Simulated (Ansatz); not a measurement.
Level of theory: DFT PBE, scalar-relativistic, plane waves, PAW in Ansatz 0.2.0. All cells share a 420 eV cutoff and Γ-centred k meshes spaced at most about 0.3 Å⁻¹ (about 0.25 or finer for metals, 2π included). No spin polarisation.

These are static total energies at zero pressure.

Problem. Order these relaxed structures of Zr4Si3 by energy, lowest first, with the energy over the lowest of them.
A. Space group C2/m (No. 12), monoclinic, a = 12.983 Å, b = 3.863 Å, c = 6.603 Å, β = 119.3°. Around Zr on its first site lie 4 Si at 2.65–2.69 Å; Zr on its second site is surrounded by 5 Si at 2.67–2.70 Å; around Si on a site of symmetry m lie 6 Zr at 2.65–2.70 Å and 1 Si at 2.69 Å; Si on a site of symmetry 2/m has 2 Si at 2.69 Å and 6 Zr at 2.69 Å.
B. Space group I-43d (No. 220), cubic, a = 8.123 Å. Around Zr lie 3 Si at 2.68 Å, 3 Si at 2.95 Å and 3 Zr at 3.16 Å; Si is surrounded by 4 Zr at 2.68 Å and 4 Zr at 2.95 Å.

Solution. B (0 meV/atom), A (245 meV/atom). Counting Si atoms around Zr (those within 1.25 times the shortest such distance or 1.15 times the sum of covalent radii, 1.27 where that leaves under three; a plus sign parts nearer from farther groups; a slash parts the counts of unlike sites): B has Zr 3+3; A has Zr 4/5. Both come from invented guesses.

Cells relaxed within their symmetry can be saddle points. Some types were kept out of the candidates beforehand, so the set may lack a known form.
